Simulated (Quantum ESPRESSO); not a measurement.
Crystal: WS2 (Tungstenite).

```
W S
1.0
     3.18000    0.00000    0.00000
    -1.59000    2.75396    0.00000
     0.00000    0.00000   12.50000
W S
2 4
Direct
  0.66667 0.33333 0.75000
  0.33333 0.66667 0.25000
  0.66667 0.33333 0.37500
  0.33333 0.66667 0.87500
  0.66667 0.33333 0.12500
  0.33333 0.66667 0.62500
```

Program: Quantum ESPRESSO 7.5. Alike in all runs: cell as given; smearing fermi-dirac 0.05 eV.

Question: Order these runs on this cell by their pressure, lowest first.
A. level BLYP; potentials or basis PseudoDojo 0.4.1 SR PBE standard; spin off; k mesh 4 × 4 × 2, shifted; cutoff (eV) 1007; mesh quality coarse
B. level PBE; potentials or basis PseudoDojo 0.4 FR PBE standard; spin SOC, no magnetisation; k mesh 10 × 10 × 3; cutoff (eV) 1007; mesh quality not flagged
C. level LDA; potentials or basis PseudoDojo 0.4.1 SR LDA standard; spin off; k mesh 4 × 4 × 2, shifted; cutoff (eV) 952; form of the LDA correlation PW92; mesh quality coarse
D. level WC; potentials or basis PseudoDojo 0.4.1 SR PBE standard; spin off; k mesh 4 × 4 × 2, shifted; cutoff (eV) 1007; mesh quality coarse

Answer: C (-6.4 GPa), D (-1.9 GPa), B (2.4 GPa), A (9.4 GPa).

Caveats: some runs use coarse meshes; this functional lacks dispersion, which binds the layers, so the pressure and a relaxed spacing across them are unreliable (some runs); the potentials were made for another functional, which shifts forces and pressure (some runs); the cell is more than 3 GPa from zero pressure, which shifts response properties (some runs).

Not every run made on this cell is shown here.
